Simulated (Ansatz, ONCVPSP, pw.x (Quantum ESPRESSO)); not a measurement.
**Which Zr potential is closest to all-electron in the fcc crystal?**

All use PBE, scalar-relativistic, no spin, cutoffs from each file’s atomic test, pw.x 7.5; 13³ k-points, Fermi–Dirac smearing 0.01 Ry. Δ is the rms difference from all-electron LAPW of the E(V) curves that follow from fits to the pressures, over ±6 % in volume. Mesh and smearing are coarse and serve the comparison alone. The files are a selection: those with a ghost or negative overlap were mostly not run, and those with noisy or unconverged pressures or nearly equal Δ are left out.

All-electron: a0 = 4.534 Å (V0 = 23.31 Å³/atom), B0 = 89.0 GPa.

**Question.** Rank them by Δ, smallest first.
A. optimised norm-conserving Vanderbilt (ONCV), ONCVPSP 4.0.1.1 (patched build), PBE; core [Ar] 3d10, reference 4s2 4p6 4d2; waves: 4s: rc 1.85 bohr, ncon 3, nbas 7, qcut 5.9 1/bohr, 3 projectors, debl 1.1 Ha; 4p: rc 1.75 bohr, ncon 3, nbas 7, qcut 6.3 1/bohr, 2 projectors, debl 2 Ha; 4d: rc 2.25 bohr, ncon 4, nbas 8, qcut 7 1/bohr, 2 projectors, debl 2.7 Ha; local part: polynomial inside 1.45 bohr (lpopt 5, dvloc0 0 Ha); core correction: Teter function, fcfact 2.5, rcfact 1.25. In the s channel the program set the typed energies aside and used -2.535, 0.250, 1.350 Ha.
B. optimised norm-conserving Vanderbilt (ONCV), ONCVPSP 4.0.1.1 (patched build), PBE; core [Kr], reference 4d2.5 5s1.5; waves: 5s: rc 3.30 bohr, ncon 4, nbas 8, qcut 2.2 1/bohr, 2 projectors, debl 3.1 Ha; p scattering state at 0.04 Ha: rc 3.60 bohr, ncon 4, nbas 9, qcut 2.2 1/bohr, 2 projectors, debl 1.8 Ha; 4d: rc 3.05 bohr, ncon 4, nbas 8, qcut 6 1/bohr, 2 projectors, debl 3.6 Ha; local part: polynomial inside 2.45 bohr (lpopt 2, dvloc0 0 Ha); core correction: Teter function fitted to the true core (icmod 2), fcfact 0.35. In the p channel the program set the typed energies aside and used 0.050, 1.850 Ha.
C. optimised norm-conserving Vanderbilt (ONCV), ONCVPSP 4.0.1.1 (patched build), PBE; core [Kr], reference 4d2 5s1.75 5p0.25; waves: 5s: rc 2.45 bohr, ncon 3, nbas 7, qcut 3.4 1/bohr, 2 projectors, debl 2.4 Ha; 5p: rc 3.40 bohr, ncon 4, nbas 7, qcut 2.5 1/bohr, 2 projectors, debl 1.9 Ha; 4d: rc 2.45 bohr, ncon 4, nbas 9, qcut 6.6 1/bohr, 1 projector; local part: polynomial inside 2.30 bohr (lpopt 5, dvloc0 1 Ha); core correction: polynomial model core, fcfact 0.7.

**Answer.** A (0.2 meV/atom), C (3.4 meV/atom), B (8.0 meV/atom).
